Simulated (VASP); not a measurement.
MgO2: single point with PBEsol

The system is MgO2.

```
CELL_PARAMETERS angstrom
4.84083 0.00000 0.00000
0.00000 4.84083 0.00000
0.00000 0.00000 4.84083
ATOMIC_POSITIONS crystal
Mg 0.00000 0.50000 0.50000
Mg 0.50000 0.50000 0.00000
Mg 0.50000 0.00000 0.50000
Mg 0.00000 0.00000 0.00000
O 0.41163 0.08837 0.91163
O 0.08837 0.91163 0.41163
O 0.91163 0.41163 0.08837
O 0.58837 0.58837 0.58837
O 0.41163 0.41163 0.41163
O 0.08837 0.58837 0.91163
O 0.91163 0.08837 0.58837
O 0.58837 0.91163 0.08837
```

The cell is a database's computed one.

| Quantity | Value |
| --- | --- |
| Program | VASP 6.6.1 |
| Task | single point |
| Functional | PBEsol |
| Potentials or basis | VASP PAW PBE potentials, release 64 (Mg, O) |
| Cutoff | 520 eV |
| k mesh | 6 × 6 × 6 |
| Occupations | gaussian, width 0.02 eV |
| Spin | no spin polarisation |
| Dipole correction | no |
| Further INCAR settings | ALGO = Fast; EDIFF = 1e-06; NBANDS = 40 |

```
Pressure               : -0.1 GPa
Largest force          : 0.197 eV/Å
Band gap on the k mesh : 3.95 eV, indirect (least direct gap 4.07 eV)
```

Forces on the atoms (eV/Å):
```
Mg   0.000  0.000  0.000
Mg   0.000  0.000  0.000
Mg   0.000  0.000  0.000
Mg   0.000  0.000  0.000
O   -0.114  0.114 -0.114
O    0.114 -0.114 -0.114
O   -0.114 -0.114  0.114
O    0.114  0.114  0.114
O   -0.114 -0.114 -0.114
O    0.114  0.114 -0.114
O   -0.114  0.114  0.114
O    0.114 -0.114  0.114
```

Levels at points of the mesh, in eV from the valence-band top:
| k point | band 24 | band 25 | band 26 | band 27 | band 28 | band 29 | band 30 | band 31 | band 32 | band 33 |
| --- | --- | --- | --- | --- | --- | --- | --- | --- | --- | --- |
| (0.00, 0.00, 0.00) | -0.50 | -0.50 | -0.50 | 0.00 | 0.00 | 4.63 | 4.63 | 4.63 | 4.65 | 6.26 |
| (0.50, 0.00, 0.00) | -0.88 | -0.72 | -0.72 | -0.12 | -0.12 | 4.01 | 4.01 | 4.50 | 4.50 | 8.60 |
| (0.50, 0.50, 0.00) | -0.69 | -0.50 | -0.50 | -0.50 | -0.50 | 4.25 | 4.25 | 4.25 | 4.25 | 9.33 |
| (0.50, 0.50, 0.50) | -0.75 | -0.56 | -0.56 | -0.56 | -0.56 | 4.57 | 4.57 | 4.57 | 4.57 | 9.16 |

Run time: 40 s on 1 thread of Intel(R) Xeon(R) 6975P-C (Granite Rapids), on a shared host, peak memory 0.24 GiB.

Caveat: the PAW data sets were made with another functional, which shifts forces and pressure a little. A k mesh can miss the band edges.
